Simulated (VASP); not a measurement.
Wanted: the native input for a VASP 6.6.1 run.

- Task: relaxation of cell and atoms
- Functional: PBE
- Potentials or basis: VASP PAW PBE potentials, release 64 (H, Mo_sv)
- Cutoff: 600 eV
- k mesh: 12 × 12 × 12
- Occupations: gaussian, width 0.1 eV
- Spin: no spin polarisation
- Dipole correction: no
- Further INCAR settings: ALGO = Normal; EDIFF = 1e-06; IBRION = 2; EDIFFG = -0.01; NSW = 100; ISIF = 3

The structure of MoH4 lies in POSCAR:

```
MoH4
1.0
   -2.0912558962      2.0912558962      2.0912558962
    2.0912558962     -2.0912558962      2.0912558962
    2.0912558962      2.0912558962     -2.0912558962
H Mo
4 1
Direct
    0.0000000000      0.0000000000      0.5000000000
    0.5000000000      0.0000000000      0.0000000000
    0.0000000000      0.5000000000      0.0000000000
    0.5000000000      0.5000000000      0.5000000000
    0.0000000000      0.0000000000      0.0000000000
```

The cell was built by a generator and needn't be a form met in nature.

The cell isn't the ideal one: species swapped into the H4C type (I-43m, No. 217).

One way to write it, as run:

INCAR

```
PREC = Accurate ; ENCUT = 600
EDIFF = 1E-6 ; ISMEAR = 0
SIGMA = 0.1 ; LREAL = False
LASPH = True ; NELM = 100
ALGO = Normal ; ISIF = 3
LWAVE = False ; LCHARG = False
GGA = PE ; IBRION = 2
NSW = 100 ; EDIFFG = -0.01
```

KPOINTS

```
regular mesh
0
Gamma
  12 12 12
```

Potentials or basis: VASP PAW PBE potentials, release 64 (H, Mo_sv).

Run with:

```sh
$ cat potpaw_PBE.64/H/POTCAR potpaw_PBE.64/Mo_sv/POTCAR > POTCAR
$ mpirun -np 1 vasp_std > vasp.out
```

Results of the run:

```
Pressure after relaxing : 0.1 GPa
Band gap on the k mesh  : none (metal or under the smearing width)
```

Caveat: the relaxation stopped at its first step, so nothing moved.

It took 35 s on 1 thread of Intel(R) Xeon(R) Platinum 8259CL CPU @ 2.50GHz (Skylake/Cascade Lake), on a shared host, peak memory 0.19 GiB.
